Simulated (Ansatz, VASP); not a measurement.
# Two plane-wave programs on SrO

The input INCAR:

```
SYSTEM = SrO
  PREC = Accurate
  ENCUT = 520
  EDIFF = 1E-7
  ISMEAR = -1
  SIGMA = 0.02
  LREAL = .False.
  LASPH = .True.
  NELM = 80
  ALGO = Normal
  ISIF = 2
  LWAVE = .False.
  LCHARG = .False.
  GGA = PE
  NBANDS = 15
```

Contents of KPOINTS:

```
Automatic mesh
0
Gamma
  8 8 8
  0 0 0
```

POSCAR

```
SrO
1.0
   -0.0074460814      2.7848344294      2.7848344294
    2.7848344294     -0.0074460814      2.7848344294
    2.7848344294      2.7848344294     -0.0074460814
Sr O
1 1
Direct
   -0.0002431778     -0.0002431778     -0.0002431778
    0.2502431778      0.2502431778      0.2502431778
```

Input for Ansatz:

```yaml
crystal:
  lattice:
    - [-0.0074460814, 2.7848344294, 2.7848344294]
    - [2.7848344294, -0.0074460814, 2.7848344294]
    - [2.7848344294, 2.7848344294, -0.0074460814]
  atoms:
    - { symbol: Sr, position: [-0.0002431778, -0.0002431778, -0.0002431778] }
    - { symbol: O, position: [0.2502431778, 0.2502431778, 0.2502431778] }
kpoints:
  mp_grid: { grid: [8, 8, 8] }
  band_path:
    path:
      - [0.0, 0.0, 0.0]
      - [-0.5, -0.5, 0.0]
      - [-0.375, -0.375, 0.25]
      - [-0.375, 0.0, 0.375]
      - [0.0, 0.0, 0.5]
      - [-0.5, -0.25, 0.25]
      - [0.25, -0.5, -0.25]
    npoints: 1
hamiltonian:
  xc: pbe
scf:
  occupations: { method: fermi_dirac, width: 0.02 }
  n_extra_bands: 4
output:
  forces: true
  stress: true
  eigenvalues: true
```

Change from the starting cell: shear_111 strain -0.4%.

Alike in both runs: task single point; functional PBE; k mesh 8 × 8 × 8; occupations fermi-dirac, width 0.02 eV; no spin polarisation.

|  | VASP | Ansatz |
| --- | --- | --- |
| version | VASP 6.6.1 | Ansatz 0.2.0 |
| potentials or method | VASP PAW PBE potentials, release 64 (Sr_sv, O) | plane waves, PAW |
| plane-wave cutoff (eV) | 520 | 420 |
| valence electrons in the cell | 16 | 16 |

|  | VASP | Ansatz | Ansatz less VASP |
| --- | --- | --- | --- |
| gap on the k mesh at the Fermi level (eV) | 2.54 | 2.53 | -0.006 |
| pressure (GPa) | 1.7 | 1.2 | -0.48 |
| largest component of the traceless stress (GPa) | 0.07 | 0.07 | 0.000 |

A k mesh can miss the band edges.
